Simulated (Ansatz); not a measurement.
# Hf: the cost of one run

Method: DFT PBE, scalar-relativistic, in Ansatz 0.2.0.

2 further runs of the same task are left out: 2 that didn't finish.

## Step 1: Starting point

It takes space group P6_3/mmc (No. 194, hexagonal). Conventional cell: a = 3.197 Å, b = 3.197 Å, c = 5.058 Å, α = 90.00°, β = 90.00°, γ = 120.00°. Hf (site symmetry -6m2) is surrounded by 12 Hf at 3.13 to 3.20 Å.

As a file:

```cif
data_structure
_symmetry_space_group_name_H-M 'P6_3/mmc'
_symmetry_Int_Tables_number 194
_cell_length_a 3.1967
_cell_length_b 3.1967
_cell_length_c 5.0578
_cell_angle_alpha 90.000
_cell_angle_beta 90.000
_cell_angle_gamma 120.000
_cell_volume 44.76
loop_
_atom_site_label
_atom_site_type_symbol
_atom_site_symmetry_multiplicity
_atom_site_Wyckoff_symbol
_atom_site_fract_x
_atom_site_fract_y
_atom_site_fract_z
_atom_site_occupancy
Hf1 Hf 2 c 0.33333 0.66667 0.25000 1
```

The file gives the conventional cell by its symmetry; the runs use the cell typed in the input.

Atoms are numbered in the order of the input: Hf1, Hf2.

## Step 2: After the deformation

Space group P6_3/mmc before, P-1 after.

## Step 3: Full-potential LAPW

File input.yaml:

```yaml
crystal:
  lattice:
    - [3.1966985242, 0.0159834926, 0.0159834926]
    - [-1.5845071514, 2.7604303839, 0.0058503643]
    - [0.025289, 0.025289, 5.0578]
  atoms:
    - { symbol: Hf, position: [0.3333333333, 0.6666666667, 0.25] }
    - { symbol: Hf, position: [0.6666666667, 0.3333333333, 0.75] }
kpoints:
  mp_grid: { grid: [13, 13, 7] }
  band_path:
    path:
      - [0.0, 0.0, 0.0]
      - [0.0, -0.5, 0.0]
      - [0.0, 0.0, 0.5]
      - [0.0, 0.0, 0.0]
      - [-0.5, 0.0, 0.0]
      - [-0.5, 0.5, -0.5]
      - [0.0, 0.0, 0.0]
      - [-0.5, 0.0, -0.5]
      - [-0.5, 0.5, 0.0]
    npoints: 5
scf:
  occupations: { method: fermi_dirac, width: 0.05 }
hamiltonian:
  xc: pbe
  pseudopotentials: { kind: all_electron, lapw: { basis_error: 0.0005 } }
output:
  forces: true
  stress: true
  eigenvalues: true
```

Launch:

```sh
$ ansatz run input.yaml --threads 1 --pin off --max-ram 3072MiB --backend cpu --events-out ev --progress --plain --runs-dir out
```

Q: Estimate wall time and peak memory on 1 thread of Arm Neoverse V2, shared host.

About 4.5 min, with a peak of 2 GiB.
